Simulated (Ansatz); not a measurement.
Compressing TiN

Theory: DFT PBEsol, scalar-relativistic, plane waves, PAW in Ansatz. Run with 420 eV cutoff, 18×18×18 k-mesh, Gaussian smearing of 0.10 eV, no spin polarisation.

Starting point, cell and atoms relaxed:

```xyz
2
Lattice="0.0000 2.1020 2.1020 2.1020 0.0000 2.1020 2.1020 2.1020 0.0000" Properties=species:S:1:pos:R:3 pbc="T T T"
Ti    0.0000    0.0000    0.0000
N     2.1020    2.1020    2.1020
```

Cell and atoms are relaxed at each pressure within the symmetry of the start, at zero temperature, so transitions that lower the symmetry aren't seen. The k-mesh given is that at zero pressure and may differ at others. a, b and c are the lengths of the cell vectors above.

A cell with an odd number of electrons and no spin polarisation is a metal by construction and may be lower with spin.

| P (GPa) | V (Å³/atom) | V/V0 | a (Å) | b (Å) | c (Å) |
| --- | --- | --- | --- | --- | --- |
| -3 | 9.38 | 1.010 | 2.983 | 2.983 | 2.983 |
| 0 | 9.29 | 1.000 | 2.973 | 2.973 | 2.973 |
| 3 | 9.20 | 0.990 | 2.963 | 2.963 | 2.963 |
| 8 | 9.05 | 0.975 | 2.948 | 2.948 | 2.948 |
| 15 | 8.87 | 0.955 | 2.928 | 2.928 | 2.928 |
| 30 | 8.54 | 0.920 | 2.891 | 2.891 | 2.891 |
| 60 | 8.02 | 0.864 | 2.831 | 2.831 | 2.831 |

Q: What bulk modulus and pressure derivative fit these points?

A: A third-order Birch–Murnaghan fit gives B0 = 300 GPa and B0' = 4.2.

Cost: 7 runs of about 0.78 core-minutes in all, on Intel Xeon 6975P-C (Granite Rapids) (shared hosts).